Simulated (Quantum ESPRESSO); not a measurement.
# Sn (I4/mmm) in Quantum ESPRESSO: equation of state

How stiff is Sn in PBE, and what volume does it want? The cell is scaled to several volumes.

Program: Quantum ESPRESSO 7.5. These are calculated values, not measurements. Logs are shortened: lines on timing, memory, paths and dates and some standing lists are left out, and cuts for length are marked.

## 1. The crystal as given

The structure is tetragonal, space group I4/mmm (No. 139). Conventional cell: a = 4.058 Å, b = 4.058 Å, c = 3.322 Å, α = 90.00°, β = 90.00°, γ = 90.00°. Sn (site symmetry 4/mmm) is surrounded by 10 Sn at 3.32 Å.

This isn't the form of Sn at room conditions, which is tetragonal (white tin).

## 2. Single point, PBE, 25.71 Å³/atom

Input file pw.in:

```
&CONTROL
  calculation = 'scf'
  prefix = 'pwscf'
  outdir = './tmp'
  pseudo_dir = './pseudo'
  tprnfor = .true.
  tstress = .true.
  disk_io = 'nowf'
/
&SYSTEM
  ibrav = 0
  nat = 1
  ntyp = 1
  ecutwfc = 60
  ecutrho = 480
  nbnd = 13
  occupations = 'smearing'
  smearing = 'fd'
  degauss = 0.00367493
/
&ELECTRONS
  conv_thr = 2d-10
  electron_maxstep = 120
  mixing_beta = 0.5
/
ATOMIC_SPECIES
Sn   118.7100 Sn_pbe_v1.uspp.F.UPF
CELL_PARAMETERS angstrom
  -1.9877657590    1.9877657590    1.6268574157
   1.9877657590   -1.9877657590    1.6268574157
   1.9877657590    1.9877657590   -1.6268574157
ATOMIC_POSITIONS crystal
Sn     0.0000000000    0.0000000000    0.0000000000
K_POINTS automatic
10 10 10 0 0 0
```

Potentials or basis: SSSP 1.3 efficiency PBE.

Launch:

```console
OMP_NUM_THREADS=1 pw.x -in pw.in > pw.out
```

pw.out:

```text
This program is part of the open-source Quantum ESPRESSO suite
     for quantum simulation of materials; please cite
         "P. Giannozzi et al., J. Phys.:Condens. Matter 21 395502 (2009);
         "P. Giannozzi et al., J. Phys.:Condens. Matter 29 465901 (2017);
         "P. Giannozzi et al., J. Chem. Phys. 152 154105 (2020);
     in publications or presentations arising from this work. More details at

     Message from routine setup:
     using ibrav=0 with symmetry is DISCOURAGED, use correct ibrav instead

     G-vector sticks info
     --------------------
     sticks:   dense  smooth     PW     G-vecs:    dense   smooth      PW
     Sum        1257     633    223                30857    10855    2369

     Using Slab Decomposition

     bravais-lattice index     =            0
     lattice parameter (alat)  =       6.1377  a.u.
     unit-cell volume          =     173.5148 (a.u.)^3
     number of atoms/cell      =            1
     number of atomic types    =            1
     number of electrons       =        14.00
     number of Kohn-Sham states=           13
     kinetic-energy cutoff     =      60.0000  Ry
     charge density cutoff     =     480.0000  Ry
     scf convergence threshold =      2.0E-10
     mixing beta               =       0.5000
     number of iterations used =            8  plain     mixing
     Exchange-correlation= SLA  PW   PBE  PBE
                           (   1   4   3   4   0   0   0)

     celldm(1)=   6.137710  celldm(2)=   0.000000  celldm(3)=   0.000000
     celldm(4)=   0.000000  celldm(5)=   0.000000  celldm(6)=   0.000000

     crystal axes: (cart. coord. in units of alat)
               a(1) = (  -0.612009   0.612009   0.500890 )
               a(2) = (   0.612009  -0.612009   0.500890 )
               a(3) = (   0.612009   0.612009  -0.500890 )

     reciprocal axes: (cart. coord. in units 2 pi/alat)
               b(1) = ( -0.000000  0.816982  0.998224 )
               b(2) = (  0.816982 -0.000000  0.998224 )
               b(3) = (  0.816982  0.816982  0.000000 )

     PseudoPot. # 1 for Sn read from file:
     Sn_pbe_v1.uspp.F.UPF
     Pseudo is Ultrasoft + core correction, Zval = 14.0
     Generated by new atomic code, or converted to UPF format
     Using radial grid of  891 points,  6 beta functions with:
                l(1) =   0
                l(2) =   0
                l(3) =   1
                l(4) =   1
                l(5) =   2
                l(6) =   2
     Q(r) pseudized with  6 coefficients,  rinner =    1.200   1.200   1.200
                                                       1.200   1.200

     atomic species   valence    mass     pseudopotential
     Sn               14.00   118.71000     Sn( 1.00)

     16 Sym. Ops., with inversion, found

   Cartesian axes

     site n.     atom                  positions (alat units)
         1        Sn     tau(   1) = (   0.0000000   0.0000000   0.0000000  )

     number of k points=   102  Fermi-Dirac smearing, width (Ry)=  0.0037

     Number of k-points >= 100: set verbosity='high' to print them.

     Dense  grid:    30857 G-vectors     FFT dimensions: (  45,  45,  45)

     Smooth grid:    10855 G-vectors     FFT dimensions: (  32,  32,  32)

     Initial potential from superposition of free atoms

     starting charge      13.0000, renormalised to      14.0000
     Starting wfcs are    9 randomized atomic wfcs +    4 random wfcs

     Self-consistent Calculation

     iteration #  1     ecut=    60.00 Ry     beta= 0.50
     Davidson diagonalization with overlap
     ethr =  1.00E-02,  avg # of iterations =  5.7

     total energy              =    -163.00143828 Ry
     estimated scf accuracy    <       1.06537202 Ry

     iteration #  2     ecut=    60.00 Ry     beta= 0.50
     Davidson diagonalization with overlap
     ethr =  7.61E-03,  avg # of iterations =  2.0

     total energy              =    -163.23371222 Ry
     estimated scf accuracy    <       0.00933826 Ry

     iteration #  3     ecut=    60.00 Ry     beta= 0.50
     Davidson diagonalization with overlap
     ethr =  6.67E-05,  avg # of iterations =  3.2

     total energy              =    -163.23450092 Ry
     estimated scf accuracy    <       0.00172947 Ry

     iteration #  4     ecut=    60.00 Ry     beta= 0.50
     Davidson diagonalization with overlap
     ethr =  1.24E-05,  avg # of iterations =  1.8

     total energy              =    -163.23458295 Ry
     estimated scf accuracy    <       0.00002491 Ry

     iteration #  5     ecut=    60.00 Ry     beta= 0.50
     Davidson diagonalization with overlap
     ethr =  1.78E-07,  avg # of iterations =  4.1

     total energy              =    -163.23459745 Ry
     estimated scf accuracy    <       0.00000416 Ry

     iteration #  6     ecut=    60.00 Ry     beta= 0.50
     Davidson diagonalization with overlap
     ethr =  2.97E-08,  avg # of iterations =  2.0

     total energy              =    -163.23459819 Ry
     estimated scf accuracy    <       0.00000003 Ry

     iteration #  7     ecut=    60.00 Ry     beta= 0.50
     Davidson diagonalization with overlap
     ethr =  2.17E-10,  avg # of iterations =  2.4

     total energy              =    -163.23459821 Ry
     estimated scf accuracy    <       0.00000001 Ry

     iteration #  8     ecut=    60.00 Ry     beta= 0.50
     Davidson diagonalization with overlap
     ethr =  8.68E-11,  avg # of iterations =  1.0

     total energy              =    -163.23459821 Ry
     estimated scf accuracy    <          1.6E-09 Ry

     iteration #  9     ecut=    60.00 Ry     beta= 0.50
     Davidson diagonalization with overlap
     ethr =  1.13E-11,  avg # of iterations =  2.0

     End of self-consistent calculation

     Number of k-points >= 100: set verbosity='high' to print the bands.

     the Fermi energy is    11.7031 ev

!    total energy              =    -163.23459821 Ry
     estimated scf accuracy    <          4.1E-12 Ry
     smearing contrib. (-TS)   =      -0.00027314 Ry
     internal energy E=F+TS    =    -163.23432508 Ry

     The total energy is F=E-TS. E is the sum of the following terms:
     one-electron contribution =     -50.27661024 Ry
     hartree contribution      =      35.97684839 Ry
     xc contribution           =     -47.60178673 Ry
     ewald contribution        =    -101.33277649 Ry

     convergence has been achieved in   9 iterations

     Forces acting on atoms (cartesian axes, Ry/au):

     atom    1 type  1   force =     0.00000000    0.00000000    0.00000000

     Total force =     0.000000     Total SCF correction =     0.000000

     Computing stress (Cartesian axis) and pressure

          total   stress  (Ry/bohr**3)                   (kbar)     P=       45.59
   0.00025658  -0.00000000  -0.00000000           37.74       -0.00       -0.00
  -0.00000000   0.00025658  -0.00000000           -0.00       37.74       -0.00
  -0.00000000  -0.00000000   0.00041668           -0.00       -0.00       61.30

=------------------------------------------------------------------------------=
   JOB DONE.
=------------------------------------------------------------------------------=
```

It took 18 s on 1 thread of Intel Xeon Platinum 8488C (Sapphire Rapids), shared host; peak memory 0.17 GiB.

What came out:

```yaml
Free_energy: -2220.9199 eV
Pressure: 4.6 GPa
Band_gap_on_the_k_mesh: none (metal or under the smearing width)
```

## 3. Single point, PBE, 26.26 Å³/atom

Edit pw.in of step 2 so:

```diff
@@ -28,5 +28,5 @@
 CELL_PARAMETERS angstrom
-  -1.9877657590    1.9877657590    1.6268574157
-   1.9877657590   -1.9877657590    1.6268574157
-   1.9877657590    1.9877657590   -1.6268574157
+  -2.0017645706    2.0017645706    1.6383145356
+   2.0017645706   -2.0017645706    1.6383145356
+   2.0017645706    2.0017645706   -1.6383145356
 ATOMIC_POSITIONS crystal
```

Potentials or basis: SSSP 1.3 efficiency PBE.

Launch:

```console
OMP_NUM_THREADS=1 pw.x -in pw.in > pw.out
```

Run time: 19 s. Hardware: 1 thread of Intel Xeon Platinum 8488C (Sapphire Rapids), shared host; peak memory 0.17 GiB.

It converged, with:

```
Free energy            : -2220.9331 eV
Pressure               : 3.2 GPa
Band gap on the k mesh : none (metal or under the smearing width)
```

## 4. Single point, PBE, 26.81 Å³/atom

Edit pw.in of step 3 so:

```diff
@@ -28,5 +28,5 @@
 CELL_PARAMETERS angstrom
-  -2.0017645706    2.0017645706    1.6383145356
-   2.0017645706   -2.0017645706    1.6383145356
-   2.0017645706    2.0017645706   -1.6383145356
+  -2.0155702798    2.0155702798    1.6496136136
+   2.0155702798   -2.0155702798    1.6496136136
+   2.0155702798    2.0155702798   -1.6496136136
 ATOMIC_POSITIONS crystal
```

Launch:

```console
OMP_NUM_THREADS=1 pw.x -in pw.in > pw.out
```

It took 18 s on 1 thread of Intel Xeon Platinum 8488C (Sapphire Rapids), shared host; peak memory 0.17 GiB.

It converged, with:

```yaml
Free_energy: -2220.9420 eV
Pressure: 2.0 GPa
Band_gap_on_the_k_mesh: none (metal or under the smearing width)
```

## 5. Single point, PBE, 27.35 Å³/atom

Edit pw.in of step 4 so:

```diff
@@ -28,5 +28,5 @@
 CELL_PARAMETERS angstrom
-  -2.0155702798    2.0155702798    1.6496136136
-   2.0155702798   -2.0155702798    1.6496136136
-   2.0155702798    2.0155702798   -1.6496136136
+  -2.0291894110    2.0291894110    1.6607599896
+   2.0291894110   -2.0291894110    1.6607599896
+   2.0291894110    2.0291894110   -1.6607599896
 ATOMIC_POSITIONS crystal
```

Launch:

```console
OMP_NUM_THREADS=1 pw.x -in pw.in > pw.out
```

Run time: 19 s. Hardware: 1 thread of Intel Xeon Platinum 8488C (Sapphire Rapids), shared host; peak memory 0.17 GiB.

The run converged. Its results:

```
Free energy            : -2220.9469 eV
Pressure               : 0.9 GPa
Band gap on the k mesh : none (metal or under the smearing width)
```

## 6. Single point, PBE, 27.90 Å³/atom

Edit pw.in of step 5 so:

```diff
@@ -28,5 +28,5 @@
 CELL_PARAMETERS angstrom
-  -2.0291894110    2.0291894110    1.6607599896
-   2.0291894110   -2.0291894110    1.6607599896
-   2.0291894110    2.0291894110   -1.6607599896
+  -2.0426281431    2.0426281431    1.6717587207
+   2.0426281431   -2.0426281431    1.6717587207
+   2.0426281431    2.0426281431   -1.6717587207
 ATOMIC_POSITIONS crystal
```

Potentials or basis: SSSP 1.3 efficiency PBE.

Launch:

```console
OMP_NUM_THREADS=1 pw.x -in pw.in > pw.out
```

Run time: 19 s. Hardware: 1 thread of Intel Xeon Platinum 8488C (Sapphire Rapids), shared host; peak memory 0.18 GiB.

The run converged. Its results:

| Quantity | Value |
| --- | --- |
| Free energy | -2220.9485 eV |
| Pressure | 0.0 GPa |
| Band gap on the k mesh | none (metal or under the smearing width) |

## 7. Single point, PBE, 28.45 Å³/atom

Edit pw.in of step 6 so:

```diff
@@ -28,5 +28,5 @@
 CELL_PARAMETERS angstrom
-  -2.0426281431    2.0426281431    1.6717587207
-   2.0426281431   -2.0426281431    1.6717587207
-   2.0426281431    2.0426281431   -1.6717587207
+  -2.0558923339    2.0558923339    1.6826146010
+   2.0558923339   -2.0558923339    1.6826146010
+   2.0558923339    2.0558923339   -1.6826146010
 ATOMIC_POSITIONS crystal
```

Potentials or basis: SSSP 1.3 efficiency PBE.

Launch:

```console
OMP_NUM_THREADS=1 pw.x -in pw.in > pw.out
```

pw.out:

```text
This program is part of the open-source Quantum ESPRESSO suite
     for quantum simulation of materials; please cite
[... 9 lines left out ...]
     --------------------
     sticks:   dense  smooth     PW     G-vecs:    dense   smooth      PW
     Sum        1345     673    241                34047    12127    2605

     Using Slab Decomposition

     bravais-lattice index     =            0
     lattice parameter (alat)  =       6.3481  a.u.
     unit-cell volume          =     191.9738 (a.u.)^3
     number of atoms/cell      =            1
     number of atomic types    =            1
     number of electrons       =        14.00
     number of Kohn-Sham states=           13
     kinetic-energy cutoff     =      60.0000  Ry
     charge density cutoff     =     480.0000  Ry
     scf convergence threshold =      2.0E-10
     mixing beta               =       0.5000
     number of iterations used =            8  plain     mixing
     Exchange-correlation= SLA  PW   PBE  PBE
                           (   1   4   3   4   0   0   0)

     celldm(1)=   6.348068  celldm(2)=   0.000000  celldm(3)=   0.000000
     celldm(4)=   0.000000  celldm(5)=   0.000000  celldm(6)=   0.000000

     crystal axes: (cart. coord. in units of alat)
               a(1) = (  -0.612009   0.612009   0.500890 )
               a(2) = (   0.612009  -0.612009   0.500890 )
               a(3) = (   0.612009   0.612009  -0.500890 )

     reciprocal axes: (cart. coord. in units 2 pi/alat)
               b(1) = ( -0.000000  0.816982  0.998224 )
               b(2) = (  0.816982 -0.000000  0.998224 )
               b(3) = (  0.816982  0.816982  0.000000 )

     PseudoPot. # 1 for Sn read from file:
     Sn_pbe_v1.uspp.F.UPF
     Pseudo is Ultrasoft + core correction, Zval = 14.0
     Generated by new atomic code, or converted to UPF format
     Using radial grid of  891 points,  6 beta functions with:
                l(1) =   0
                l(2) =   0
                l(3) =   1
                l(4) =   1
                l(5) =   2
                l(6) =   2
     Q(r) pseudized with  6 coefficients,  rinner =    1.200   1.200   1.200
                                                       1.200   1.200

     atomic species   valence    mass     pseudopotential
     Sn               14.00   118.71000     Sn( 1.00)

     16 Sym. Ops., with inversion, found

   Cartesian axes

     site n.     atom                  positions (alat units)
         1        Sn     tau(   1) = (   0.0000000   0.0000000   0.0000000  )

     number of k points=   102  Fermi-Dirac smearing, width (Ry)=  0.0037

     Number of k-points >= 100: set verbosity='high' to print them.

     Dense  grid:    34047 G-vectors     FFT dimensions: (  45,  45,  45)

     Smooth grid:    12127 G-vectors     FFT dimensions: (  32,  32,  32)

     Initial potential from superposition of free atoms

     starting charge      13.0000, renormalised to      14.0000
     Starting wfcs are    9 randomized atomic wfcs +    4 random wfcs

     Self-consistent Calculation

     iteration #  1     ecut=    60.00 Ry     beta= 0.50
     Davidson diagonalization with overlap
     ethr =  1.00E-02,  avg # of iterations =  5.7

     total energy              =    -162.99405496 Ry
     estimated scf accuracy    <       1.10073601 Ry

     iteration #  2     ecut=    60.00 Ry     beta= 0.50
     Davidson diagonalization with overlap
     ethr =  7.86E-03,  avg # of iterations =  2.0

     total energy              =    -163.23568366 Ry
     estimated scf accuracy    <       0.00964752 Ry

     iteration #  3     ecut=    60.00 Ry     beta= 0.50
     Davidson diagonalization with overlap
     ethr =  6.89E-05,  avg # of iterations =  3.3

     total energy              =    -163.23648122 Ry
     estimated scf accuracy    <       0.00176972 Ry

     iteration #  4     ecut=    60.00 Ry     beta= 0.50
     Davidson diagonalization with overlap
     ethr =  1.26E-05,  avg # of iterations =  2.2

     total energy              =    -163.23657451 Ry
     estimated scf accuracy    <       0.00003103 Ry

     iteration #  5     ecut=    60.00 Ry     beta= 0.50
     Davidson diagonalization with overlap
     ethr =  2.22E-07,  avg # of iterations =  3.4

     total energy              =    -163.23659062 Ry
     estimated scf accuracy    <       0.00000356 Ry

     iteration #  6     ecut=    60.00 Ry     beta= 0.50
     Davidson diagonalization with overlap
     ethr =  2.54E-08,  avg # of iterations =  2.0

     total energy              =    -163.23659112 Ry
     estimated scf accuracy    <       0.00000007 Ry

     iteration #  7     ecut=    60.00 Ry     beta= 0.50
     Davidson diagonalization with overlap
     ethr =  5.12E-10,  avg # of iterations =  2.0

     total energy              =    -163.23659116 Ry
     estimated scf accuracy    <          9.9E-09 Ry

     iteration #  8     ecut=    60.00 Ry     beta= 0.50
     Davidson diagonalization with overlap
     ethr =  7.08E-11,  avg # of iterations =  1.2

     total energy              =    -163.23659116 Ry
     estimated scf accuracy    <          1.8E-09 Ry

     iteration #  9     ecut=    60.00 Ry     beta= 0.50
     Davidson diagonalization with overlap
     ethr =  1.29E-11,  avg # of iterations =  2.0

     End of self-consistent calculation

     Number of k-points >= 100: set verbosity='high' to print the bands.

     the Fermi energy is    10.1657 ev

!    total energy              =    -163.23659116 Ry
     estimated scf accuracy    <          2.4E-11 Ry
     smearing contrib. (-TS)   =      -0.00037951 Ry
     internal energy E=F+TS    =    -163.23621165 Ry

     The total energy is F=E-TS. E is the sum of the following terms:
     one-electron contribution =     -55.57574500 Ry
     hartree contribution      =      37.85851548 Ry
     xc contribution           =     -47.54409306 Ry
     ewald contribution        =     -97.97488908 Ry

     convergence has been achieved in   9 iterations

     Forces acting on atoms (cartesian axes, Ry/au):

     atom    1 type  1   force =     0.00000000    0.00000000    0.00000000

     Total force =     0.000000     Total SCF correction =     0.000000

     Computing stress (Cartesian axis) and pressure

          total   stress  (Ry/bohr**3)                   (kbar)     P=       -8.74
  -0.00007635  -0.00000000   0.00000000          -11.23       -0.00        0.00
   0.00000000  -0.00007635  -0.00000000            0.00      -11.23       -0.00
   0.00000000  -0.00000000  -0.00002559            0.00       -0.00       -3.77

=------------------------------------------------------------------------------=
   JOB DONE.
=------------------------------------------------------------------------------=
```

Wall time 19 s (1 thread of Intel Xeon Platinum 8488C (Sapphire Rapids), shared host); peak memory 0.18 GiB.

What came out:

```yaml
Free_energy: -2220.9470 eV
Pressure: -0.9 GPa
Band_gap_on_the_k_mesh: none (metal or under the smearing width)
```

## 8. Single point, PBE, 28.99 Å³/atom

Edit pw.in of step 7 so:

```diff
@@ -28,5 +28,5 @@
 CELL_PARAMETERS angstrom
-  -2.0558923339    2.0558923339    1.6826146010
-   2.0558923339   -2.0558923339    1.6826146010
-   2.0558923339    2.0558923339   -1.6826146010
+  -2.0689875426    2.0689875426    1.6933321804
+   2.0689875426   -2.0689875426    1.6933321804
+   2.0689875426    2.0689875426   -1.6933321804
 ATOMIC_POSITIONS crystal
```

Launch:

```console
OMP_NUM_THREADS=1 pw.x -in pw.in > pw.out
```

It took 20 s on 1 thread of Intel Xeon Platinum 8488C (Sapphire Rapids), shared host; peak memory 0.18 GiB.

The run converged. Its results:

```yaml
Free_energy: -2220.9427 eV
Pressure: -1.6 GPa
Band_gap_on_the_k_mesh: none (metal or under the smearing width)
```

## 9. Equation of state, PBE

Potentials or basis: SSSP 1.3 efficiency PBE.

This step only gathers the single runs of the series.

Results:

```yaml
Equilibrium_volume: 27.89 Å³/atom
Bulk_modulus_at_fixed_shape_and_positions: 46 GPa
Pressure_derivative_of_the_bulk_modulus: 5.1
```

Energy against volume, from the lowest point:
| volume (Å³/atom) | energy (meV/atom) |
| --- | --- |
| 25.712 | 28.63 |
| 26.259 | 15.38 |
| 26.806 | 6.52 |
| 27.353 | 1.55 |
| 27.901 | 0.00 |
| 28.448 | 1.51 |
| 28.995 | 5.74 |

Caveat: the cell was scaled at fixed shape and fractional positions, which overstates the stiffness of a crystal with free parameters, most of all of layers and chains.
